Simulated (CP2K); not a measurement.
# Au under changes of volume

One of the cells (18.207 Å³/atom); the others are scaled copies at fixed shape and fractional positions:

```
Au
1.0
     2.87047    0.00000    0.00000
    -0.95682    2.70631    0.00000
    -0.95682   -1.35315    2.34373
Au
1
Cartesian
  0.0000 0.0000 0.0000
```

This isn't the form of Au at room conditions, which is fcc.

```yaml
Program: CP2K 2026.2
Functional: PBEsol
Potentials_or_basis: POTENTIAL_UZH Au GTH-PBE-q11; TZVP-MOLOPT-PBE-GTH basis
Density_cutoff: 6803 eV
k_mesh: 11 × 11 × 11
Occupations: fermi-dirac, width 0.05 eV
Spin: no spin polarisation
```

| volume (Å³/atom) | energy over the lowest point (meV/atom) | pressure (GPa) |
| --- | --- | --- |
| 17.115 | 11.44 | 6.5 |
| 17.479 | ? | ? |
| 17.843 | 0.00 | -0.9 |
| 18.207 | 5.63 | -3.9 |
| 18.571 | 17.49 | -6.5 |
| 18.935 | 34.78 | -8.7 |
| 19.299 | 56.83 | -10.7 |

**Question.** What does the run at 17.479 Å³/atom give?

**Answer.** Energy over the lowest point 1.55 meV/atom; pressure 2.5 GPa.

Worked out: A Birch-Murnaghan fit of order 3 (a polynomial in V^(-2/3)) to the other rows has its minimum at 17.74 Å³/atom with B0 = V·E''(V) = 160 GPa and B' = 5.7. It gives 1.60 meV/atom at 17.479 Å³/atom, against the run's 1.55, and -dE/dV = 2.4 GPa, against 2.5.

Energies are extrapolated to zero smearing.

Caveats: with these potentials and basis sets, volumes of gold and of layered tellurides can stand 1.5 % and more from those of plane-wave programs; the potentials were made for another functional, which shifts forces and pressure; the basis of atomic orbitals isn't converged, which shifts pressures, moduli and gaps.
